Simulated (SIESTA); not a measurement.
The system is BaTiO3.

```
CELL_PARAMETERS angstrom
3.99980 0.00000 0.00000
0.00000 3.99980 0.00000
0.00000 0.00000 4.01800
ATOMIC_POSITIONS crystal
Ba 0.00000 0.00000 0.00000
Ti 0.50000 0.50000 0.49000
O 0.00000 0.50000 0.51700
O 0.50000 0.00000 0.51700
O 0.50000 0.50000 0.01900
```

Base run:

```yaml
Program: SIESTA 5.4.2
Functional: PBE
Potentials_or_basis: PseudoDojo 0.4 standard (PBE files)
Basis: DZP (energy shift 0.003 Ry; two zetas on semicore shells; d shell added on Ba)
Grid_cutoff: 800 Ry
Energy_shift: 0.003 Ry
k_mesh: 7 × 7 × 7
Occupations: fermi-dirac, width 0.05 eV
Spin: no spin polarisation
```

Its results: band gap on the k mesh 1.81 eV, indirect (least direct gap 1.99 eV); pressure 4.6 GPa; largest force 0.213 eV/Å.

The run is repeated on the same cell with these changes: basis from DZP (energy shift 0.003 Ry; two zetas on semicore shells; d shell added on Ba) to TZDP (energy shift 0.003 Ry; two zetas on semicore shells; d shell added on Ba). What comes out?

Band gap on the k mesh 1.86 eV, indirect (least direct gap 2.06 eV); pressure 4.5 GPa; largest force 0.163 eV/Å.

Caveats: this set's barium file shifts pressures by up to 1 GPa against other sets; spin-orbit coupling is left out, which moves the levels of the heavy elements; the mesh misses the band edges, which the band path finds closer together; the basis of atomic orbitals isn't converged, which shifts pressures, moduli and gaps.
